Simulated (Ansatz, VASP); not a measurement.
FeO (Wuestite): VASP beside Ansatz

Contents of INCAR:

```
  ALGO = Normal
  EDIFF = 1E-7
  ENCUT = 520
  GGA = PS
  ISIF = 2
  ISMEAR = -1
  ISPIN = 2
  LASPH = True
  LCHARG = False
  LMAXMIX = 4
  LORBIT = 11
  LREAL = False
  LWAVE = False
  MAGMOM = 3 0
  NBANDS = 18
  NELM = 150
  PREC = Accurate
  SIGMA = 0.05
```

The input KPOINTS:

```
k-points
0
Gamma
  9 9 9
```

File POSCAR:

```
FeO
1.0
    0.0000000000      2.1122920000      2.1554000000
    2.1122920000      0.0000000000      2.1554000000
    2.1122920000      2.1122920000      0.0000000000
Fe O
1 1
Direct
    0.0000000000      0.0000000000      0.0000000000
    0.5000000000      0.5000000000      0.5000000000
```

The input input.yaml:

```yaml
crystal:
  lattice:
    - [0.0, 2.112292, 2.1554]
    - [2.112292, 0.0, 2.1554]
    - [2.112292, 2.112292, 0.0]
  atoms:
    - { symbol: Fe, position: [0.0, 0.0, 0.0], spin: 3.0 }
    - { symbol: O, position: [0.5, 0.5, 0.5] }
hamiltonian:
  xc: pbesol
  pseudopotentials: { kind: paw }
magnetization:
  spin_polarized: true
kpoints:
  mp_grid: { grid: [9, 9, 9] }
scf:
  occupations: { method: fermi_dirac, width: 0.05 }
output:
  forces: true
  stress: true
  eigenvalues: true
```

Alike in both runs: task single point; functional PBEsol; k mesh 9 × 9 × 9; occupations fermi-dirac, width 0.05 eV; collinear spin.

```csv
,VASP,Ansatz
version,VASP 6.6.1,Ansatz 0.2.0
potentials or method,"VASP PAW PBE potentials, release 64 (Fe, O)",Ansatz PAW
plane-wave cutoff (eV),520,420
valence electrons in the cell,14,22
```

```csv
,VASP,Ansatz,Ansatz less VASP
gap on the k mesh at the Fermi level (eV),none,none,-
pressure (GPa),-0.6,-1.0,-0.40
largest component of the traceless stress (GPa),2.09,2.01,-0.084
net moment per atom (μB),2.00,2.00,+0.001
size of the moment on the site where the two differ most (μB),3.60,3.41,-0.190
```

Site moments also hang on the region over which each program counts them. A gap of «none» marks a metal or a gap that the smearing closes. The functional is the same, so the differences come from potentials, cutoffs and numerics. The two sets of potentials don't hold the same shells in valence.

Caveats: a cell with one magnetic atom can't hold antiferromagnetic order, which such compounds often take; semilocal functionals often make such compounds metallic where correlation or magnetic order opens a gap, which also shifts bond lengths; the PAW data sets were made with another functional, which shifts forces and pressure a little (VASP); the pressure holds a Pulay correction of +0.7 GPa for the finite cutoff (Ansatz); the PAW data sets come from PBE, with cores solved anew for the run's functional, which leaves a small shift of forces and pressure (Ansatz).
